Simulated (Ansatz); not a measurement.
The system is ZrN.

```xyz
2
Lattice="0.0000 2.3000 2.3000 2.3000 0.0000 2.3000 2.3000 2.3000 0.0000" Properties=species:S:1:pos:R:3 pbc="T T T"
Zr    2.3000    2.3000    2.3000
N     0.0000    0.0000    0.0000
```

Below is the output of Ansatz 0.2.0 for this cell. Logs are shortened: lines on timing, memory, paths and dates and some standing lists are left out, and cuts for length are marked.

```text
Warning: RAYON_NUM_THREADS=2 ignored (pool sized by the plan → 2); use --threads N
scf.n_extra_bands = 6 over 17 filled bands (N_el = 17.0): the run solves 23 bands
Engine: ansatz 0.2.0, x86_64-unknown-linux-gnu
Pseudopotentials: kind: paw_fr
Pseudopotential: Zr, paw_fr, valence charge 12, recommended cutoff 420 eV (normal), Zr.paw.azcp#standard-fr
Pseudopotential: N, paw_fr, valence charge 5, recommended cutoff 420 eV (normal), N.paw.azcp#standard-fr
Functional definition: SPW92
  exchange = slater_x
  correlation = pw_c
non-collinear run that drives no moment, with spin-orbit: no starting moment large enough to seed its density (crystal.atoms[].spin), no starting occupations that ask for one, no magnetisation constraint and no magnetic field, so the semilocal B_xc is pinned to zero
Crystal: 2 atoms, lattice volume = 24.334 Å³
Basis set: ecut = 420 eV, 531 PW (Γ)
Bands: 23, of which v1, the nominal top of the filled ones, is band 17 counted from 1 (16 counted from 0)
Symmetry: 48 space group operations + 48 with time reversal
Magnetic group: BNS 225.117 (UNI 1619), of the structure as read, at distance tolerance 2.9e-5 Å
k-points: 20 of 343
Projection manifold: j_resolved (fully-relativistic pseudo-atomic orbitals)
Non-local potential: Zr, projectors of the file, l = 0: 3, l = 1: 4, l = 2: 4, l = 3: 4
Non-local potential: N, projectors of the file, l = 0: 2, l = 1: 4, l = 2: 2
PAW form: soft (Blöchl's): semilocal exchange-correlation on the pseudo side does not see the compensation charge
PAW frozen core: Zr, regenerated for the run's functional, and the local potential with it (the file was generated under x = pbe(κ = 0.804, μ = 0.2195149727645171), c = pbe(β = 0.06672455060314922))
PAW frozen core: N, regenerated for the run's functional, and the local potential with it (the file was generated under x = pbe(κ = 0.804, μ = 0.2195149727645171), c = pbe(β = 0.06672455060314922))
PAW one-centre angular grid: Zr, 590 points (default); XC on 64 Gauss nodes
PAW one-centre angular grid: N, 110 points (default); XC on 64 Gauss nodes
Initial density: superposition of atomic densities (chi_scale 0.1, normalization cell, long waves kept (reshape's long-wave potential 0.00 eV rms))
Initial wavefunctions: pseudopotential atomic-orbital guess
Functional: x = slater, c = lda
SCF iter   1: F=—  HF=-4456.175911 eV  |F-HF|=—  |Δ(HF+E_count)|=         —  Δρ=3.68e-2  dr2=3.89e-1  dr2_m=0.00e0 (ungated)  ethr=3.10e-3  |M|=0.00e0 ∫|m|=0.00e0 μB  |m|>n=0.0e0 m-floor=0.0e0 τ_xc=0.0e0  β_m=0.30  ⟨swp⟩=5.7  Hψ=2273  notcnv=0
[... 8 lines left out ...]
NSCF: frozen V_eff on 142 k-points
SCF converged after 6 iterations
Magnetization: |M| = 0.0000 μB,  M = (+0.0000, +0.0000, +0.0000) μB
Absolute magnetization: 0.0000 μB (∫|m|)
  site 0: m = (+0.0000, +0.0000, +0.0000) μB, |m| = 0.0000 μB  (R = 0.95 Å)
  site 1: m = (+0.0000, +0.0000, +0.0000) μB, |m| = 0.0000 μB  (R = 0.95 Å)
Free energy (F): -4456.102698 eV
Harris-Foulkes:  -4456.102698 eV  (|F-HF|=2.34e-9)
Internal energy: -4456.101650 eV  (E = F + TS)
E sigma→0 (E₀):  -4456.102174 eV
Entropy (-TS):   -0.001047 eV (-0.524 meV/atom)
Fermi energy:    17.323406 eV
--- Per-component energies (eV) ---
  E_band       = -33.071532
  E_kinetic    = 466.225408
  E_local      = -633.615179  (includes V_loc(G=0)·N_el)
  E_nonlocal   = 128.678085
  E_hartree    = 188.735455
  E_xc         = -221.980038
  E_vxc        = -269.275927  (∫ρ·V_xc dr)
  E_paw        = -2967.156247  (= ΣΔE_a)
  E_vpaw       = -102.555718  (= ΣTr[D̂ρ^β])
  E_aug_tail   = 0.000109  (compensation charges beyond the density's cutoff)
  E_ewald      = -1417.441055
  E_core_change = 0.451812  (= ΣΔE_core)
  E_smearing   = -0.001047  (= −TS)
  E_closure    = 0.000000  (closes the sum)
  Σ components = -4456.102698   (vs F -4456.102698, Δ=0.00e0)
--- Forces (eV/Å), atoms counted from 1 ---
  atom   1  Zr    -0.00000000    -0.00000000    -0.00000000
  atom   2  N      0.00000000    -0.00000000    -0.00000000
  max |Σ_I F_I| component: 1.81e-25 eV/Å
--- Stress (GPa, compression-positive) ---
      -12.466065       0.000000       0.000000
        0.000000     -12.466065      -0.000000
       -0.000000       0.000000     -12.466065
  P = ⅓ Tr σ = -12.4661 GPa (-124.661 kbar)
--- Band table (eV; the first three rows and the last of 20) ---
  k-point 0: bands = ["-32.2513", "-32.2513", "-11.1839", "-11.1839", "-9.3583", "-9.3583", "-9.3583", "-9.3583", "1.1479", "1.1479", "14.4944", "14.4944", "14.5619", "14.5619", "14.5619", "14.5619", "16.7259", "16.7259", "16.7259", "16.7259", "16.8008", "16.8008", "18.7165"]
  k-point 1: bands = ["-32.2256", "-32.2256", "-11.2663", "-11.2663", "-9.5286", "-9.5286", "-9.3768", "-9.3768", "1.5459", "1.5459", "13.1543", "13.1543", "13.5925", "13.5925", "13.6097", "13.6097", "17.1804", "17.1804", "17.2878", "17.2878", "17.3270", "17.3270", "20.0197"]
  k-point 2: bands = ["-32.1674", "-32.1674", "-11.4812", "-11.4812", "-9.8420", "-9.8420", "-9.4179", "-9.4179", "2.4582", "2.4582", "11.1077", "11.1077", "12.3329", "12.3329", "12.3338", "12.3338", "18.0696", "18.0696", "18.5807", "18.5807", "18.6064", "18.6064", "22.4201"]
  k-point 19: bands = ["-32.0717", "-32.0717", "-11.6801", "-11.6801", "-10.0699", "-10.0699", "-9.8111", "-9.8111", "2.3723", "2.3723", "11.5448", "11.5448", "12.3805", "12.3805", "12.5079", "12.5079", "17.5825", "17.5825", "18.9543", "18.9543", "21.4015", "21.4015", "21.9856"]
```

Problem. What input gives this log?

Solution. Band structure with LDA, spin-orbit coupling, no magnetisation. The files as run (others can give the same):

input.yaml
```yaml
crystal:
  lattice:
    - [0.0, 2.3, 2.3]
    - [2.3, 0.0, 2.3]
    - [2.3, 2.3, 0.0]
  atoms:
    - { symbol: Zr, position: [0.5, 0.5, 0.5] }
    - { symbol: "N", position: [0.0, 0.0, 0.0] }
hamiltonian:
  xc: lda
  pseudopotentials: { kind: paw_fr }
magnetization:
  noncollinear: true
  spin_orbit: true
kpoints:
  mp_grid: { grid: [7, 7, 7] }
  band_path:
    path:
      - [[0.0, 0.0, 0.0], [0.5, 0.0, 0.5], [0.5, 0.25, 0.75], [0.375, 0.375, 0.75], [0.0, 0.0, 0.0], [0.5, 0.5, 0.5], [0.625, 0.25, 0.625], [0.5, 0.25, 0.75], [0.5, 0.5, 0.5], [0.375, 0.375, 0.75]]
      - [[0.625, 0.25, 0.625], [0.5, 0.0, 0.5]]
    npoints: 14
scf:
  occupations: { method: fermi_dirac, width: 0.02 }
  n_extra_bands: 6
output:
  forces: true
  stress: true
  eigenvalues: true
  fatbands: false
```

Potentials or basis: Ansatz PAW.
Launch:
```bash
$ ansatz run input.yaml --threads 2 --pin off --max-ram 5632MiB --backend cpu --events-out ev --progress --plain --runs-dir out
```

Caveat: the pressure holds a Pulay correction of +0.5 GPa for the finite cutoff; the PAW data sets come from PBE, with cores solved anew for the run's functional, which leaves a small shift of forces and pressure.
